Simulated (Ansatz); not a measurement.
# Ta2C: the cost of one run

Method: DFT r2SCAN, scalar-relativistic, plane waves, PAW, in Ansatz 0.2.0.

2 further runs of the same task are left out: 2 set aside as unsound or not needed.

**1. The starting structure**

Symmetry: P-3m1, No. 164, trigonal system. Conventional cell: a = 3.110 Å, b = 3.110 Å, c = 4.942 Å, α = 90.00°, β = 90.00°, γ = 120.00°. Around Ta (site symmetry 3m) lie 3 C at 2.19 Å. C (site symmetry -3m) is surrounded by 6 Ta at 2.19 Å.

As a file:

```xyz
6
Lattice="-3.1102 0.0000 0.0000 -1.5551 -2.6935 0.0000 0.0000 0.0000 9.8846" Properties=species:S:1:pos:R:3 pbc="T T T"
Ta   -1.5551   -0.8978    1.2532
Ta   -1.5551   -0.8978    6.1955
Ta   -3.1102   -1.7957    3.6891
Ta   -3.1102   -1.7957    8.6314
C    -1.5551   -2.6935    0.0000
C    -1.5551   -2.6935    4.9423
```

It is built from the cell relaxed beforehand with the same method (13.80 Å³/atom).

**2. Zero of the scan**

File input.yaml:

```yaml
crystal:
  lattice:
    - [-3.1101644567, 0.0, 0.0]
    - [-1.5550822284, -2.6934814295, 0.0]
    - [0.0, 0.0, 9.8845978913]
  atoms:
    - { symbol: Ta, position: [0.3333333333, 0.3333333333, 0.1267817896] }
    - { symbol: Ta, position: [0.3333333333, 0.3333333333, 0.6267817896] }
    - { symbol: Ta, position: [0.6666666667, 0.6666666667, 0.3732182104] }
    - { symbol: Ta, position: [0.6666666667, 0.6666666667, 0.8732182104] }
    - { symbol: C, position: [0.0, 1.0, 0.0] }
    - { symbol: C, position: [0.0, 1.0, 0.5] }
basis:
  ecutwfc: 500
kpoints:
  mp_grid: { grid: [17, 17, 5] }
hamiltonian:
  xc: r2scan
scf:
  occupations: { method: gaussian, width: 0.15 }
output:
  forces: true
  stress: true
  eigenvalues: true
```

Command:

```bash
$ ansatz run input.yaml --threads 2 --pin off --max-ram 5120MiB --backend cpu --events-out ev --progress --plain --runs-dir out
```

What time and memory should one allow on 2 threads of Intel Xeon at 2.50GHz (Skylake/Cascade Lake), shared host?

About 45 s, with a peak of 0.84 GiB.
